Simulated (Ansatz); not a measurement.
input.yaml

```yaml
crystal:
  lattice:
    - [3.6004953051, 0.0, 0.0]
    - [-1.8002476525, 3.1181204004, 0.0]
    - [0.0, 0.0, 5.49735134]
  atoms:
    - { symbol: Sn, position: [0.0, 0.0, 0.0] }
    - { symbol: S, position: [0.6666666667, 0.3333333333, 0.2639] }
    - { symbol: S, position: [0.3333333333, 0.6666666667, 0.7361] }
basis:
  ecutwfc: 500
kpoints:
  mp_grid: { grid: [9, 9, 6] }
hamiltonian:
  xc: r2scan
scf:
  occupations: { method: gaussian, width: 0.02 }
output:
  forces: true
  stress: true
  eigenvalues: true
```

Run as
```bash
ansatz run input.yaml --threads 1 --pin off --max-ram 1331MiB --backend cpu --events-out ev --progress --plain --runs-dir out
```

All numbers below come from DFT r2SCAN, scalar-relativistic, plane waves, PAW in Ansatz 0.2.0.

Abridged output (iterations and final results):

```
SCF iter   1: F=—  HF=-7851.546546 eV  |F-HF|=—  |Δ(HF+E_count)|=         —  Δρ=6.46e-3  dr2=1.47e-2  dr2_τ=2.04e-2  ethr=1.77e-3  ⟨swp⟩=6.6  Hψ=6348  notcnv=0
SCF iter   2: F=—  HF=-7851.582812 eV  |F-HF|=—  |Δ(HF+E_count)|=   3.63e-2  Δρ=3.70e-3  dr2=5.30e-3  dr2_τ=6.66e-5  ethr=5.64e-5  ⟨swp⟩=2.0  Hψ=2294  notcnv=0
SCF iter   3: F=—  HF=-7851.582649 eV  |F-HF|=—  |Δ(HF+E_count)|=   1.63e-4  Δρ=5.48e-4  dr2=2.21e-4  dr2_τ=2.02e-5  ethr=2.04e-5  ⟨swp⟩=2.6  Hψ=1737  notcnv=0
SCF iter   4: F=—  HF=-7851.582576 eV  |F-HF|=—  |Δ(HF+E_count)|=   7.33e-5  Δρ=1.35e-4  dr2=7.69e-6  dr2_τ=9.44e-7  ethr=8.51e-7  ⟨swp⟩=2.0  Hψ=1852  notcnv=0
SCF iter   5: F=—  HF=-7851.582579 eV  |F-HF|=—  |Δ(HF+E_count)|=   3.40e-6  Δρ=3.97e-5  dr2=7.00e-7  dr2_τ=2.04e-8  ethr=2.96e-8  ⟨swp⟩=2.8  Hψ=1800  notcnv=0
SCF iter   6: F=-7851.582580 eV  HF=-7851.582580 eV  |F-HF|=1.72e-8  |Δ(HF+E_count)|=   6.76e-7  Δρ=7.61e-6  dr2=5.37e-8  dr2_τ=1.59e-9  ethr=3.85e-10  ⟨swp⟩=7.2  Hψ=5453  notcnv=0
SCF 1 converged in 6 iterations: F = -7851.582580 eV  dr2 = 5.37e-8
SCF converged after 6 iterations
Free energy (F): -7851.582580 eV
Harris-Foulkes:  -7851.582580 eV  (|F-HF|=1.72e-8)
Internal energy: -7851.582580 eV  (E = F + TS)
E sigma→0 (E₀):  -7851.582580 eV
Fermi energy:    8.721407 eV
--- Per-component energies (eV) ---
  E_band       = -102.947269
  E_kinetic    = 403.337472
  E_local      = -1394.647536  (includes V_loc(G=0)·N_el)
  E_nonlocal   = 26.548674
  E_hartree    = 762.106563
  E_xc         = -557.142220
  E_vxc        = -292.087661  (∫ρ·V_xc dr)
  E_paw        = -5385.717976  (= ΣΔE_a)
  E_vpaw       = -385.341084  (= ΣTr[D̂ρ^β])
  E_aug_tail   = 0.000002  (compensation charges beyond the density's cutoff)
  E_vtau       = 15.024097  (kinetic-family band-sum trace: ∫τ·v_τ [+ j·A + Jᵃ·Aᵃ] dr)
  E_ewald      = -1706.583345
  E_core_change = 0.515786  (= ΣΔE_core)
  E_smearing   =  0.000000  (= −TS)
--- Forces (eV/Å), atoms counted from 1 ---
  atom   1  Sn     0.00000000     0.00000000     0.00000000
  atom   2  S      0.00000000     0.00000000     0.12703555
  atom   3  S      0.00000000     0.00000000    -0.12703555
--- Stress (GPa, compression-positive) ---
        6.766343       0.000000       0.000000
        0.000000       6.766343       0.000000
        0.000000       0.000000       7.020506
  P = ⅓ Tr σ = 6.8511 GPa (68.511 kbar)
--- Band table (eV; the first three rows and the last of 62) ---
  k-point 0: bands = ["-14.0680", "-14.0680", "-14.0052", "-13.9747", "-13.9747", "-7.1956", "-4.7061", "1.5006", "6.9080", "6.9080", "7.1027", "7.1027", "8.0242", "10.2949", "11.7415", "13.6580", "13.6580"]
  k-point 1: bands = ["-14.0680", "-14.0680", "-14.0050", "-13.9748", "-13.9748", "-7.1261", "-4.8778", "1.8501", "6.8349", "6.8349", "7.2009", "7.2009", "7.3362", "10.7537", "11.7939", "13.5228", "13.5228"]
  k-point 2: bands = ["-14.0680", "-14.0680", "-14.0047", "-13.9748", "-13.9748", "-6.9575", "-5.2322", "2.7115", "6.0893", "6.7548", "6.7548", "7.3326", "7.3326", "11.3700", "11.9010", "13.2756", "13.2756"]
  k-point 61: bands = ["-14.1037", "-14.1037", "-13.9748", "-13.9748", "-13.9423", "-4.3370", "-4.3370", "0.2526", "3.0207", "3.0207", "3.5485", "7.5039", "7.5039", "11.5018", "13.5158", "13.5158", "15.2458"]
```

The calculation finished and met its thresholds.

 The cell holds layers, and where no dispersion correction was added their binding is poorly described.